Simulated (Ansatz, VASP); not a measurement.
One calculation of CdS, two programs

INCAR

```
PREC = Accurate
ENCUT = 520
EDIFF = 1E-6
ISMEAR = -1
SIGMA = 0.02
LREAL = False
LASPH = True
NELM = 100
ALGO = Normal
ISIF = 2
LWAVE = False
LCHARG = False
GGA = PS
NBANDS = 16
```

Contents of KPOINTS:

```
regular mesh
0
Gamma
  7 7 7
```

Contents of POSCAR:

```
CdS
1.0
   -0.0588590693      2.9135239302      2.9135239302
    2.9135239302     -0.0588590693      2.9135239302
    2.9135239302      2.9135239302     -0.0588590693
Cd S
1 1
Direct
    0.0000000000      0.0000000000      0.0000000000
    0.7500000000      0.7500000000      0.7500000000
```

Input for Ansatz:

```yaml
crystal:
  lattice:
    - [-0.0588590693, 2.9135239302, 2.9135239302]
    - [2.9135239302, -0.0588590693, 2.9135239302]
    - [2.9135239302, 2.9135239302, -0.0588590693]
  atoms:
    - { symbol: Cd, position: [0.0, 0.0, 0.0] }
    - { symbol: S, position: [0.75, 0.75, 0.75] }
kpoints:
  mp_grid: { grid: [7, 7, 7] }
  band_path:
    path:
      - [0.0, 0.0, 0.0]
      - [0.5, 0.5, 0.5]
      - [0.2551801333, 0.5, 0.7448198667]
      - [-0.2551801333, 0.2551801333, 0.5]
      - [0.0, 0.0, 0.5]
      - [0.0, 0.0, 0.0]
      - [-0.3775900666, 0.0, 0.3775900666]
      - [0.0, 0.3775900666, 0.6224099334]
      - [0.0, 0.5, 0.5]
    npoints: 5
scf:
  occupations: { method: fermi_dirac, width: 0.02 }
hamiltonian:
  xc: pbesol
  pseudopotentials: { kind: all_electron, lapw: { basis_error: 0.0005 } }
output:
  forces: true
  stress: true
  eigenvalues: true
```

Change from the starting cell: equal xy, yz and zx shear strains of -2 %.

Alike in both runs: task single point; functional PBEsol; k mesh 7 × 7 × 7; occupations fermi-dirac, width 0.02 eV; no spin polarisation.

|  | VASP | Ansatz |
| --- | --- | --- |
| version | VASP 6.6.1 | Ansatz 0.2.0 |
| potentials or method | VASP PAW PBE potentials, release 64 (Cd, S) | all-electron LAPW, scalar-relativistic |
| plane-wave cutoff (eV) | 520 | see its input |

```tsv
	VASP	Ansatz	Ansatz less VASP
gap on the k mesh at the Fermi level (eV)	0.90	0.90	-0.002
pressure (GPa)	-1.3	-1.7	-0.33
largest component of the traceless stress (GPa)	1.02	1.00	-0.024
rms of the force components (eV/Å)	0.126	0.121	-0.0053
```

Atom by atom the forces differ by 0.005 eV/Å (rms over components). Ansatz ran all-electron here, so the differences hold the error of VASP's frozen core and of both bases.

Caveats: the PAW data sets were made with another functional, which shifts forces and pressure a little (VASP).
